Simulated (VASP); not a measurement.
A run of VASP 6.6.1 is set up as follows.

Contents of POSCAR:

```
O
4.0314
   -0.054658962147      0.552082234459      0.832006191398
    0.325511834598     -0.002167286799      0.809213717319
    0.336129855633      0.523356816491     -0.006058513172
O
2
Direct
    0.0907161500      0.0846468600      0.9162103700
    0.9092838500      0.9153531400      0.0837896300
```

The input INCAR.step1:

```
SYSTEM = O
  ALGO = Fast
  EDIFF = 1E-7
  ENCUT = 600
  GGA = PE
  ISIF = 2
  ISMEAR = -5
  IVDW = 12
  LASPH = .True.
  LCHARG = .True.
  LREAL = .False.
  LWAVE = .False.
  NELM = 80
  PREC = Accurate
  SIGMA = 0.05
```

The input KPOINTS.step1:

```
k-points
0
Gamma
  11 12 12
  0 0 0
```

File INCAR.step2:

```
SYSTEM = O
  ALGO = Fast
  EDIFF = 1E-7
  ENCUT = 600
  GGA = PE
  ICHARG = 11
  ISIF = 2
  ISMEAR = -5
  IVDW = 12
  LASPH = .True.
  LCHARG = .False.
  LORBIT = 10
  LREAL = .False.
  LWAVE = .False.
  NEDOS = 2001
  NELM = 80
  PREC = Accurate
  SIGMA = 0.05
```

KPOINTS.step2

```
k-points
0
Gamma
  17 18 18
  0 0 0
```

Potentials or basis: VASP PAW PBE potentials, release 64 (O_s).

Run with:

```console
$ cat potpaw_PBE.64/O_s/POTCAR > POTCAR
$ cp INCAR.step1 INCAR
$ cp KPOINTS.step1 KPOINTS
$ mpirun -np 1 vasp_std > vasp.out
$ cp INCAR.step2 INCAR
$ cp KPOINTS.step2 KPOINTS
$ mpirun -np 1 vasp_std > vasp.out
```

Problem. Estimate the dispersion energy per atom.

Solution. -0.081 eV.

States per cell in windows of 0.5 eV (zero at the Fermi level; states under -8 eV left out):
| from (eV) | total | O1_p | O2_p | O1_s | O2_s | O1_d | O2_d |
| --- | --- | --- | --- | --- | --- | --- | --- |
| -8.0 | 0.67 | 0.30 | 0.30 | 0.01 | 0.01 | 0.00 | 0.00 |
| -7.5 | 1.43 | 0.65 | 0.65 | 0.04 | 0.04 | 0.00 | 0.00 |
| -7.0 | 1.30 | 0.60 | 0.60 | 0.04 | 0.04 | 0.00 | 0.00 |
| -6.5 | 0.65 | 0.31 | 0.31 | 0.02 | 0.02 | 0.00 | 0.00 |
| -6.0 | 0.00 | 0.00 | 0.00 | 0.00 | 0.00 | 0.00 | 0.00 |
| -5.5 | 0.00 | 0.00 | 0.00 | 0.00 | 0.00 | 0.00 | 0.00 |
| -5.0 | 0.00 | 0.00 | 0.00 | 0.00 | 0.00 | 0.00 | 0.00 |
| -4.5 | 0.00 | 0.00 | 0.00 | 0.00 | 0.00 | 0.00 | 0.00 |
| -4.0 | 0.00 | 0.00 | 0.00 | 0.00 | 0.00 | 0.00 | 0.00 |
| -3.5 | 0.00 | 0.00 | 0.00 | 0.00 | 0.00 | 0.00 | 0.00 |
| -3.0 | 0.00 | 0.00 | 0.00 | 0.00 | 0.00 | 0.00 | 0.00 |
| -2.5 | 0.00 | 0.00 | 0.00 | 0.00 | 0.00 | 0.00 | 0.00 |
| -2.0 | 0.09 | 0.03 | 0.03 | 0.00 | 0.00 | 0.00 | 0.00 |
| -1.5 | 0.61 | 0.24 | 0.24 | 0.00 | 0.00 | 0.00 | 0.00 |
| -1.0 | 0.66 | 0.26 | 0.26 | 0.00 | 0.00 | 0.00 | 0.00 |
| -0.5 | 0.60 | 0.25 | 0.25 | 0.00 | 0.00 | 0.00 | 0.00 |
| 0.0 | 0.97 | 0.41 | 0.41 | 0.00 | 0.00 | 0.00 | 0.00 |
| 0.5 | 0.84 | 0.37 | 0.37 | 0.00 | 0.00 | 0.00 | 0.00 |
| 1.0 | 0.21 | 0.09 | 0.09 | 0.00 | 0.00 | 0.00 | 0.00 |
| 1.5 | 0.00 | 0.00 | 0.00 | 0.00 | 0.00 | 0.00 | 0.00 |
| 2.0 | 0.00 | 0.00 | 0.00 | 0.00 | 0.00 | 0.00 | 0.00 |
| 2.5 | 0.00 | 0.00 | 0.00 | 0.00 | 0.00 | 0.00 | 0.00 |
| 3.0 | 0.00 | 0.00 | 0.00 | 0.00 | 0.00 | 0.00 | 0.00 |
| 3.5 | 0.00 | 0.00 | 0.00 | 0.00 | 0.00 | 0.00 | 0.00 |
| 4.0 | 0.00 | 0.00 | 0.00 | 0.00 | 0.00 | 0.00 | 0.00 |
| 4.5 | 0.00 | 0.00 | 0.00 | 0.00 | 0.00 | 0.00 | 0.00 |
| 5.0 | 0.00 | 0.00 | 0.00 | 0.00 | 0.00 | 0.00 | 0.00 |
| 5.5 | 0.00 | 0.00 | 0.00 | 0.00 | 0.00 | 0.00 | 0.00 |
| 6.0 | 0.00 | 0.00 | 0.00 | 0.00 | 0.00 | 0.00 | 0.00 |
| 6.5 | 0.00 | 0.00 | 0.00 | 0.00 | 0.00 | 0.00 | 0.00 |
| 7.0 | 0.00 | 0.00 | 0.00 | 0.00 | 0.00 | 0.00 | 0.00 |
| 7.5 | 0.00 | 0.00 | 0.00 | 0.00 | 0.00 | 0.00 | 0.00 |

Caveat: the standard files for N, O and F lose accuracy on very short bonds; spin is off for a triplet molecule.
